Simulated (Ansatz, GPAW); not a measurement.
# H2 in line between two Ga chains: transmission at several levels, part 2 of 3

Aim: T(E), conductance and thermopower of H2 in line between two Ga chains, and what cheaper settings cost in accuracy.

GPAW 26.7.0 and Ansatz 0.2.0; Ansatz plane waves; Landauer transmission by layers, zero bias (the session's first sound run).

So far: Starting point; Plane waves, PBE.

## 2. Plane waves, PBE (continued)

Electrostatic potential energy in the ca plane at fractional y = 0.500, with atoms of Ga and H within 0.2 Å of it. With pseudopotentials it is smooth inside the atoms' cores, unlike the true potential.

Values in eV, 13 rows by 16 columns, each cell a mean:
```
  1   1   1   1   1   1   1   1   1   1   1   1   1   1   1   1
  1   1   1   1   1   1   1   1   1   1   1   1   1   1   1   1
  1   1   1   1   1   1   1   1   1   1   1   1   1   1   1   1
  1   1   1   1   1   1   1   0   0   1   0   0   1   1   1   1
 -2  -2  -4   0  -3  -2  -1  -4  -1   0  -2  -4  -1  -3  -2  -1
-12 -12 -21  -6 -20 -14 -10 -22  -9  -7 -14 -21  -6 -21 -13 -11
-17 -17 -26 -10 -25 -19 -15 -26 -21 -22 -21 -25 -10 -25 -18 -16
 -8  -8 -16  -4 -15 -10  -7 -17  -5  -3 -10 -16  -4 -16  -9  -8
  0   0  -1   0  -1  -1   0  -2   0   0  -1  -2   0  -1   0   0
  1   1   1   1   1   1   1   1   1   1   1   1   1   1   1   1
  1   1   1   1   1   1   1   1   1   1   1   1   1   1   1   1
  1   1   1   1   1   1   1   1   1   1   1   1   1   1   1   1
  1   1   1   1   1   1   1   1   1   1   1   1   1   1   1   1
```
Columns run along c (16.0 Å, from fractional 0.16 to 0.75 of the cell; values clipped at the 3rd and 97th percentile), rows up along a (9.0 Å). Atoms in or near the plane, at fractional coordinates: Ga at (0.24, 0.50), Ga at (0.33, 0.50), Ga at (0.43, 0.50), H at (0.48, 0.50), H at (0.52, 0.50), Ga at (0.57, 0.50), Ga at (0.67, 0.50).

T at the Fermi level is 2.47 of 3 open channels a spin.

## 3. Double-zeta polarised basis

Localised orbitals split the wire into layers that couple to their neighbours alone, which is what the Green's function method needs; double zeta with polarisation is the usual level for numbers.

This step: GPAW LCAO, PAW setups; Landauer transmission from Green's functions with principal layers (ASE), zero bias (GPAW 26.7.0).

run.py

```python
import json
import numpy as np
from ase import Atoms
from ase.transport.calculators import TransportCalculator
from gpaw import GPAW, FermiDirac
from gpaw.lcao.tools import get_lcao_hamiltonian
from scipy.linalg import eigh

# The junction with lead layers at both ends, along the third cell vector
device = Atoms(
    ['Ga', 'Ga', 'Ga', 'Ga', 'Ga', 'H', 'H', 'Ga', 'Ga', 'Ga', 'Ga', 'Ga'],
    positions=[
        [4.50000, 4.50000, 1.27500],
        [4.50000, 4.50000, 3.82500],
        [4.50000, 4.50000, 6.37500],
        [4.50000, 4.50000, 8.92500],
        [4.50000, 4.50000, 11.47500],
        [4.50000, 4.50000, 12.97490],
        [4.50000, 4.50000, 13.82490],
        [4.50000, 4.50000, 15.32480],
        [4.50000, 4.50000, 17.87480],
        [4.50000, 4.50000, 20.42480],
        [4.50000, 4.50000, 22.97480],
        [4.50000, 4.50000, 25.52480]],
    cell=[[9.0, 0.0, 0.0], [0.0, 9.0, 0.0], [0.0, 0.0, 26.7998]],
    pbc=True)

# One principal layer of the lead: the first 3 atoms of the device
lead = Atoms(
    ['Ga', 'Ga', 'Ga'],
    positions=[
        [4.50000, 4.50000, 1.27500],
        [4.50000, 4.50000, 3.82500],
        [4.50000, 4.50000, 6.37500]],
    cell=[[9.0, 0.0, 0.0], [0.0, 9.0, 0.0], [0.0, 0.0, 7.65]],
    pbc=True)

settings = dict(mode='lcao', basis='dzp', xc='PBE', h=0.2,
                occupations=FermiDirac(0.1), maxiter=250,
                mixer=dict(beta=0.1, nmaxold=8, weight=100.0),
                convergence=dict(density=0.0001))
energies = np.arange(-2, 2 + 1e-9, 0.05)
eta = 0.0001
n1, n2 = 1, 1
# k and -k transmit alike, so half of the mesh across the current serves
mesh = [(i, j) for i in range(n1) for j in range(n2) if (i, j) <= (-i % n1, -j % n2)]
weights = np.array([1 if (i, j) == (-i % n1, -j % n2) else 2 for i, j in mesh]) / (n1 * n2)

# [... helper functions left out ...]
fermi_lead = ground_state(lead, (1, 1, 15), 'lead.txt')
fermi_device = ground_state(device, (1, 1, 3), 'device.txt')
# [... loop over the mesh left out, but for ...]
        # Shift the lead onto the potential of the device's first layer
        shift = ((H[:, 0, 0] - H0[:, 0, 0]) / S0[0, 0]).real.mean()
# [...]
kT = 8.617333e-5 * 500
bias = [0.1, 0.2, 0.5, 1.0, 1.5, 2.0]
# [... integrals and printing left out ...]
```

Launch:

```bash
OMP_NUM_THREADS=1 OPENBLAS_NUM_THREADS=2 python run.py
```

Numbers of over 12 decimals in the logs are rounded to 6 here.

Output:

```text
basis functions: device 140, principal layer 39
Fermi level: lead -2.8498 eV, device -2.7736 eV; lead shifted by 0.0103 eV
largest coupling past the next layer 6.03e-05 eV, largest misfit of the first layer 0.048 eV
  E-E_F (eV)   T (one spin)  [channel counts left out]
    -2.000    9.9344e-01
    -1.950    9.9297e-01
    -1.900    9.9243e-01
    -1.850    9.9178e-01
    -1.800    9.9097e-01
    -1.750    9.8990e-01
    -1.700    9.8837e-01
    -1.650    9.8592e-01
    -1.600    9.8123e-01
    -1.550    9.6858e-01
    -1.500    8.4925e-01
    -1.450    1.1432e-05
    -1.400    9.9064e-01
    -1.350    9.9937e-01
    -1.300    9.9909e-01
    -1.250    9.9835e-01
[...]
1.650    1.7833e+00
     1.700    1.7783e+00
     1.750    1.7733e+00
     1.800    1.7683e+00
     1.850    1.7633e+00
     1.900    1.7581e+00
     1.950    1.7527e+00
     2.000    1.7472e+00
conductance at 500 K: 2.4222 G0 a cell; thermopower -3.074 uV/K
current from the zero-bias T(E) at 0.1 V: 18.713 uA
current from the zero-bias T(E) at 0.2 V: 37.09 uA
current from the zero-bias T(E) at 0.5 V: 86.05 uA
current from the zero-bias T(E) at 1.0 V: 147.9 uA
current from the zero-bias T(E) at 1.5 V: 204.82 uA
current from the zero-bias T(E) at 2.0 V: 260.4 uA
```

Run time: 25 s. Hardware: 2 threads of AMD EPYC 9R45, shared host; peak memory 0.91 GiB.

Numbers from this step:

```yaml
conductance: 2.422 G₀
largest_coupling_past_the_next_principal_layer: 6.03e-5 eV
largest_misfit_of_the_first_principal_layer: 0.04804 eV
shift_that_aligns_the_lead: 0.01026 eV
basis_functions_of_the_junction: 140
basis_functions_of_a_principal_layer: 39
transmission_at_the_fermi_level_one_spin: 2.473
```

One spin. The transmission, zone mean by energy, zero at the Fermi level:

energy (eV), transmission, zone mean and a bar:
```
    -2.00       0.99 ############
    -1.85       0.99 ############
    -1.70       0.99 ############
    -1.60       0.98 ############
    -1.45       0.00 
    -1.30       1.00 ############
    -1.15       1.00 ############
    -1.05       1.00 ############
    -0.90       1.00 ############
    -0.75       0.99 ############
    -0.60       0.99 ############
    -0.50       0.99 ############
    -0.35       0.99 ############
    -0.20       2.03 #########################
    -0.05       2.45 ##############################
     0.00       2.47 ##############################
     0.05       2.46 ##############################
     0.20       2.31 ############################
     0.35       2.13 ##########################
     0.50       2.00 ########################
     0.60       1.94 ########################
     0.75       1.90 #######################
     0.90       1.87 #######################
     1.05       1.85 ######################
     1.15       1.84 ######################
     1.30       1.82 ######################
     1.45       1.80 ######################
     1.60       1.79 ######################
     1.70       1.78 ######################
     1.85       1.76 #####################
     2.00       1.75 #####################
```

Not self-consistent under bias; the bias window is split evenly. Table of current through one cell, from the zero-bias transmission by bias:

```
bias (V)  current through one cell, from the zero-bias transmission (μA)
   0.100                                                            18.7
   0.200                                                            37.1
   0.500                                                            86.0
   1.000                                                             148
   1.500                                                             205
   2.000                                                             260
```

Transmission of the three most open eigenchannels against energy, zero at the Fermi level:

```
energy (eV)  channel 1  channel 2  channel 3
      -2.00      0.993    1.1e-11          0
      -1.90      0.992    1.0e-11          0
      -1.80      0.991    1.0e-11          0
      -1.70      0.988    1.0e-11          0
      -1.55      0.969    9.9e-12          0
      -1.45     1.1e-5    9.8e-12          0
      -1.35      0.999    9.5e-12          0
      -1.25      0.998    9.4e-12          0
      -1.15      0.997    9.2e-12          0
      -1.05      0.996    9.0e-12          0
      -0.90      0.995    8.7e-12          0
      -0.80      0.995    8.5e-12          0
      -0.70      0.994    8.4e-12          0
      -0.60      0.994    8.2e-12          0
      -0.50      0.993    8.0e-12          0
      -0.40      0.993    7.8e-12    1.4e-12
      -0.25      0.992     1.7e-6     1.7e-6
      -0.15      0.992      0.631      0.631
      -0.05      0.991      0.729      0.729
       0.00      0.991      0.741      0.741
       0.05      0.991      0.736      0.736
       0.15      0.991      0.691      0.691
       0.25      0.990      0.628      0.628
       0.40      0.990      0.543      0.543
       0.50      0.989      0.505      0.505
       0.60      0.989      0.478      0.478
       0.70      0.989      0.460      0.460
       0.80      0.989      0.448      0.448
       0.90      0.988      0.440      0.440
       1.05      0.988      0.430      0.430
       1.15      0.988      0.425      0.425
       1.25      0.988      0.419      0.419
       1.35      0.988      0.413      0.413
       1.45      0.988      0.408      0.408
       1.55      0.988      0.403      0.403
       1.70      0.989      0.395      0.395
       1.80      0.989      0.390      0.390
       1.90      0.989      0.385      0.385
       2.00      0.989      0.379      0.379
```

At the Fermi level T is 2.47 against 2.47 in plane waves. Couplings past the next layer reach 6.0e-5 eV, small enough to drop; the matrix elements of the cell's first layer differ from the bulk lead's by up to 0.048 eV. That layer keeps its own values in the calculation, and only beyond it is the lead taken as perfect. The Fermi levels of lead and junction count from different zeros of potential, one for each periodic cell; with both set to zero, the small remaining shift is what aligns them. By hand: G = 2.422 × 77.48 μS = 188 μS, a resistance of 5.33 kΩ; at 0.1 V a linear junction would pass 18.8 μA, and the integral over the bias window gives 18.7 μA.

## 4. Single-zeta polarised basis

One radial function a shell plus polarisation makes the matrices smaller; the question is what that costs.

Edit run.py of step 3 so:

```diff
@@ -37,3 +37,3 @@
 
-settings = dict(mode='lcao', basis='dzp', xc='PBE', h=0.2,
+settings = dict(mode='lcao', basis='szp(dzp)', xc='PBE', h=0.2,
                 occupations=FermiDirac(0.1), maxiter=250,
```

Output:

```text
basis functions: device 98, principal layer 27
Fermi level: lead -3.1746 eV, device -3.0798 eV; lead shifted by 0.0130 eV
largest coupling past the next layer 5.81e-05 eV, largest misfit of the first layer 0.059 eV
  E-E_F (eV)   T (one spin)  [channel counts left out]
    -2.000    9.4905e-01
    -1.950    9.4293e-01
    -1.900    9.3448e-01
    -1.850    9.2177e-01
    -1.800    9.0015e-01
    -1.750    8.5425e-01
    -1.700    6.8710e-01
    -1.650    3.2704e-05
    -1.600    1.0193e-06
    -1.550    4.4664e-07
    -1.500    4.7428e-07
    -1.450    1.5119e-06
    -1.400    9.6334e-01
    -1.350    9.9874e-01
    -1.300    9.9883e-01
    -1.250    9.9693e-01
[...]
1.650    1.7169e+00
     1.700    1.7095e+00
     1.750    1.7021e+00
     1.800    1.6946e+00
     1.850    1.6871e+00
     1.900    1.6794e+00
     1.950    1.6715e+00
     2.000    1.6634e+00
conductance at 500 K: 2.3929 G0 a cell; thermopower -3.838 uV/K
current from the zero-bias T(E) at 0.1 V: 18.485 uA
current from the zero-bias T(E) at 0.2 V: 36.63 uA
current from the zero-bias T(E) at 0.5 V: 85.008 uA
current from the zero-bias T(E) at 1.0 V: 145.96 uA
current from the zero-bias T(E) at 1.5 V: 201.99 uA
current from the zero-bias T(E) at 2.0 V: 256.76 uA
```

The job ended after 21 s (2 threads; peak memory 0.9 GiB).

Numbers from this step:

| Property | Result |
| --- | --- |
| conductance | 2.393 G₀ |
| largest coupling past the next principal layer | 5.81e-5 eV |
| largest misfit of the first principal layer | 0.05945 eV |
| shift that aligns the lead | 0.01297 eV |
| basis functions of the junction | 98 |
| basis functions of a principal layer | 27 |
| transmission at the Fermi level (one spin) | 2.448 |

One spin. The transmission, zone mean by energy, zero at the Fermi level:

energy (eV), transmission, zone mean and a bar:
```
    -2.00       0.95 ############
    -1.90       0.93 ###########
    -1.80       0.90 ###########
    -1.70       0.69 ########
    -1.55       0.00 
    -1.45       0.00 
    -1.35       1.00 ############
    -1.25       1.00 ############
    -1.15       0.99 ############
    -1.05       0.99 ############
    -0.90       0.99 ############
    -0.80       0.98 ############
    -0.70       0.98 ############
    -0.60       0.98 ############
    -0.50       0.98 ############
    -0.40       0.98 ############
    -0.25       0.98 ############
    -0.15       2.20 ###########################
    -0.05       2.41 #############################
     0.00       2.45 ##############################
     0.05       2.45 ##############################
     0.15       2.36 #############################
     0.25       2.22 ###########################
     0.40       2.04 #########################
     0.50       1.96 ########################
     0.60       1.91 #######################
     0.70       1.88 #######################
     0.80       1.85 #######################
     0.90       1.84 ######################
     1.05       1.81 ######################
     1.15       1.80 ######################
     1.25       1.78 ######################
     1.35       1.76 ######################
     1.45       1.75 #####################
     1.55       1.73 #####################
     1.70       1.71 #####################
     1.80       1.69 #####################
     1.90       1.68 #####################
     2.00       1.66 ####################
```

Not self-consistent under bias; the bias window is split evenly. The current through one cell, from the zero-bias transmission by bias:

```
bias (V)  current through one cell, from the zero-bias transmission (μA)
   0.100                                                            18.5
   0.200                                                            36.6
   0.500                                                            85.0
   1.000                                                             146
   1.500                                                             202
   2.000                                                             257
```

Table of transmission of the three most open eigenchannels by energy, zero at the Fermi level:

```
energy (eV)  channel 1  channel 2 = channel 3
      -2.00      0.949                      0
      -1.85      0.922                      0
      -1.70      0.687                      0
      -1.60     1.0e-6                      0
      -1.45     1.5e-6                      0
      -1.30      0.999                      0
      -1.15      0.993                      0
      -1.05      0.990                      0
      -0.90      0.987                      0
      -0.75      0.984                      0
      -0.60      0.982                      0
      -0.50      0.981                      0
      -0.35      0.980                6.2e-12
      -0.20      0.979                  0.528
      -0.05      0.978                  0.714
       0.00      0.978                  0.735
       0.05      0.978                  0.735
       0.20      0.977                  0.657
       0.35      0.976                  0.558
       0.50      0.976                  0.493
       0.60      0.976                  0.467
       0.75      0.976                  0.444
       0.90      0.975                  0.430
       1.05      0.976                  0.418
       1.15      0.976                  0.410
       1.30      0.976                  0.398
       1.45      0.976                  0.385
       1.60      0.977                  0.374
       1.70      0.977                  0.366
       1.85      0.978                  0.355
       2.00      0.978                  0.343
```

The conductance, 2.39 G₀, lies 1.2 % below that of the dzp run.

## 5. Minimal basis

One function for each valence shell of the setup, as for a first survey of a large system.

Edit run.py of step 4 so:

```diff
@@ -37,3 +37,3 @@
 
-settings = dict(mode='lcao', basis='szp(dzp)', xc='PBE', h=0.2,
+settings = dict(mode='lcao', basis='sz(dzp)', xc='PBE', h=0.2,
                 occupations=FermiDirac(0.1), maxiter=250,
```

Output:

```text
basis functions: device 42, principal layer 12
Fermi level: lead -3.2329 eV, device -3.1329 eV; lead shifted by 0.0131 eV
largest coupling past the next layer 5.75e-05 eV, largest misfit of the first layer 0.045 eV
  E-E_F (eV)   T (one spin)  [channel counts left out]
    -2.000    9.5536e-01
    -1.950    9.4852e-01
    -1.900    9.3824e-01
[...]
1.950    1.5255e+00
     2.000    1.5172e+00
conductance at 500 K: 2.2718 G0 a cell; thermopower -3.625 uV/K
current from the zero-bias T(E) at 0.1 V: 17.546 uA
current from the zero-bias T(E) at 0.2 V: 34.75 uA
current from the zero-bias T(E) at 0.5 V: 80.542 uA
current from the zero-bias T(E) at 1.0 V: 138.43 uA
current from the zero-bias T(E) at 1.5 V: 191.49 uA
current from the zero-bias T(E) at 2.0 V: 243.34 uA
```

The job ended after 14 s (2 threads; peak memory 0.82 GiB).

Numbers from this step:

```
conductance                                    : 2.272 G₀
largest coupling past the next principal layer : 5.75e-5 eV
largest misfit of the first principal layer    : 0.04471 eV
shift that aligns the lead                     : 0.01309 eV
basis functions of the junction                : 42
basis functions of a principal layer           : 12
transmission at the Fermi level (one spin)     : 2.329
```

One spin. Table of transmission, zone mean by energy, zero at the Fermi level:

```
energy (eV)  transmission, zone mean
      -2.00                    0.955
      -1.85                    0.921
      -1.70                   3.6e-5
      -1.60                   4.9e-7
      -1.45                    0.986
      -1.30                    0.997
      -1.15                    0.993
      -1.05                    0.990
      -0.90                    0.988
      -0.75                    0.986
      -0.60                    0.984
      -0.50                    0.983
      -0.35                    0.981
      -0.20                     1.91
      -0.05                     2.29
       0.00                     2.33
       0.05                     2.32
       0.20                     2.15
       0.35                     1.94
       0.50                     1.81
       0.60                     1.75
       0.75                     1.71
       0.90                     1.68
       1.05                     1.66
       1.15                     1.65
       1.30                     1.63
       1.45                     1.60
       1.60                     1.58
       1.70                     1.57
       1.85                     1.54
       2.00                     1.52
```

The conductance, 2.27 G₀, lies 6.2 % below that of the dzp run.

## 6. LDA in the dzp basis: xc = "LDA"

Back in the dzp basis, the functional changes from PBE to LDA, to set the spread between functionals beside that between bases.

Edit run.py of step 5 so:

```diff
@@ -37,3 +37,3 @@
 
-settings = dict(mode='lcao', basis='sz(dzp)', xc='PBE', h=0.2,
+settings = dict(mode='lcao', basis='dzp', xc='LDA', h=0.2,
                 occupations=FermiDirac(0.1), maxiter=250,
```

Output:

```text
basis functions: device 140, principal layer 39
Fermi level: lead -3.0783 eV, device -3.0060 eV; lead shifted by 0.0102 eV
largest coupling past the next layer 5.91e-05 eV, largest misfit of the first layer 0.044 eV
  E-E_F (eV)   T (one spin)  [channel counts left out]
    -2.000    9.7692e-01
    -1.950    9.7425e-01
    -1.900    9.7073e-01
[...]
1.950    1.7657e+00
     2.000    1.7590e+00
conductance at 500 K: 2.4835 G0 a cell; thermopower -3.245 uV/K
current from the zero-bias T(E) at 0.1 V: 19.189 uA
current from the zero-bias T(E) at 0.2 V: 38.041 uA
current from the zero-bias T(E) at 0.5 V: 88.281 uA
current from the zero-bias T(E) at 1.0 V: 151.54 uA
current from the zero-bias T(E) at 1.5 V: 209.61 uA
current from the zero-bias T(E) at 2.0 V: 266.17 uA
```

Run time: 22 s. Hardware: 2 threads; peak memory 0.91 GiB.

Numbers from this step:

* conductance: 2.484 G₀
* largest coupling past the next principal layer: 5.91e-5 eV
* largest misfit of the first principal layer: 0.04414 eV
* shift that aligns the lead: 0.01016 eV
* basis functions of the junction: 140
* basis functions of a principal layer: 39
* transmission at the Fermi level (one spin): 2.534

The conductance, 2.48 G₀, lies 2.5 % above that of the dzp run.

## 7. The ladder

Times are for 2 threads of AMD EPYC 9R45, shared host. Results by setting:

```
no.      run  conductance (G₀)  time  memory (GiB)
  1      dzp             2.422  25 s          0.91
  2      szp             2.393  21 s           0.9
  3       sz             2.272  14 s          0.82
  4  dzp LDA             2.484  22 s          0.91
```

(Continued in part 3 of 3.)

[Logs are printed without paths, hosts, clocks, repeated set-up lines and the standing remarks that a program may print on its own settings, such as how far it seeks lower states.]

[Hosts, paths, dates, database ids (printed as entryN), source tags and the programs' standing remarks are cut or masked in the printed files.]
